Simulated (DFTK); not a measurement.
# Rh in DFTK: the effect of target pressure

Crystal: Rh.

```
Rh
1.0
     0.00000    1.89785    1.89785
     1.89785    0.00000    1.89785
     1.89785    1.89785    0.00000
Rh
1
Direct
  0.00000 0.00000 0.00000
```

Alike in all runs:

```yaml
Program: DFTK 0.8.2
Task: relaxation of cell and atoms
Functional: PBE
Potentials_or_basis: dojo.nc.sr.pbe.v0_4_1.standard.upf (PBE)
Cutoff: 1388 eV
k_mesh: 8 × 8 × 8
Occupations: fermi-dirac, width 0.05 eV
Spin: no spin polarisation
```

Each run relaxes the cell or the atoms first.

One run gave: relaxed volume 12.86 Å³/atom. Which target pressure did it use?
A. 30 GPa
B. 10 GPa
C. 20 GPa
D. 0 GPa
E. 5 GPa

A.

```tsv
target pressure	relaxed volume (Å³/atom)
0 GPa	14.11
5 GPa	13.85
10 GPa	13.61
20 GPa	13.21
30 GPa	12.86
```
